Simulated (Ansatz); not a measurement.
# AlSb: isotropic strain +2.32 %

Start from AlSb in the zinc blende structure (space group F-43m, No. 216; a = 6.157 Å).

It is then changed as follows: every lattice vector is stretched by 2.32 %, atoms relaxed at fixed cell.

Level of theory: PBEsol (Ansatz, a quantum-chemistry and plane-wave program; PAW; 420 eV plane waves; without spin-orbit coupling), earlier PAW set. Settings: 13×13×13 k-points, 0.05 eV Fermi–Dirac smearing.

```tsv
quantity	base	changed	shift
volume per atom	29.18 Å³	31.26 Å³	+2.08 Å³
space group	F-43m (No. 216)	F-43m (No. 216)	–
shortest interatomic distance	2.666 Å	2.728 Å	+0.062 Å
energy relative to the base (free energy F)	0 meV/atom	+22 meV/atom	+22 meV/atom
pressure	0.1 kbar	-31.7 kbar	-31.74 kbar
band gap	1.14 eV	0.96 eV	-0.18 eV
gap character	indirect, Γ → Γ–X (92 % along)	direct at Γ	–
width of the top valence band	2.73 eV	2.50 eV	-0.23 eV
electron mass	2.8 mₑ along k, 0.22 mₑ across (off the special points)	0.061 mₑ (at Γ)	–
hole mass (degenerate bands, along [100])	0.086, 0.35, 0.35 mₑ (at Γ)	0.061, 0.38, 0.38 mₑ (at Γ)	–
valley order (the lowest conduction-band minima on the path, energy above the VBM, named in the base's zone)	a point along ⟨100⟩, about 0.9 Å⁻¹ from Γ 1.14 eV; L along ⟨111⟩ 1.28 eV; Γ 1.48 eV	Γ 0.96 eV; L along ⟨111⟩ 1.09 eV; a point along ⟨100⟩, about 0.9 Å⁻¹ from Γ 1.23 eV	–
```

Final structure:

```xyz
2
Lattice="0.0000 3.1500 3.1500 3.1500 0.0000 3.1500 3.1500 3.1500 0.0000" Properties=species:S:1:pos:R:3 pbc="T T T"
Sb     4.7251     4.7251     4.7251
Al     0.0000     0.0000     0.0000
```

Cost of the whole job for the changed cell (relaxation, final SCF and bands): very roughly 40 core-seconds.

Spin-orbit coupling, missing from the scalar runs, can matter with Sb. Masses are band curvatures over ±0.01 Å⁻¹ around the edge. Along k means along the line from Γ to the band edge. No phonon test of stability was made.
